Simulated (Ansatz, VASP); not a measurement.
# Au: VASP beside Ansatz

```
Au
1.0
     2.97343   -0.06824   -0.00005
    -1.54581    2.53544    0.00035
    -0.00009    0.00062    4.85160
Au
2
Direct
  0.33981 0.65801 0.74987
  0.66019 0.34199 0.25013
```

Change from the starting cell: all atoms moved at random, sigma 0.1 Å a component; relaxed back.

Alike in both runs: functional PBE; k mesh 12 × 12 × 8; occupations gaussian, width 0.15 eV; no spin polarisation.

Ansatz relaxed the structure, and its values are those at the end. VASP's run is a single point on that final structure, the one shown.

|  | VASP | Ansatz |
| --- | --- | --- |
| version | VASP 6.6.1 | Ansatz 0.2.0 |
| potentials or method | VASP PAW PBE potentials, release 64 (Au) | scalar-relativistic, plane waves, PAW |
| plane-wave cutoff (eV) | 520 | 420 |
| valence electrons in the cell | 22 | 38 |

Ansatz gave:

```
gap on the k mesh at the Fermi level (eV) : none
pressure (GPa)                            : 0.0
rms of the force components (eV/Å)        : 0.008
```

Task: What did VASP give for the same quantities?

Result: gap on the k mesh at the Fermi level (eV): none; pressure (GPa): -0.2; rms of the force components (eV/Å): 0.008.

A gap of «none» marks a metal or a gap that the smearing closes. The two sets of potentials don't hold the same shells in valence.

The runs have no spin-orbit coupling, so splittings on Au are missing.
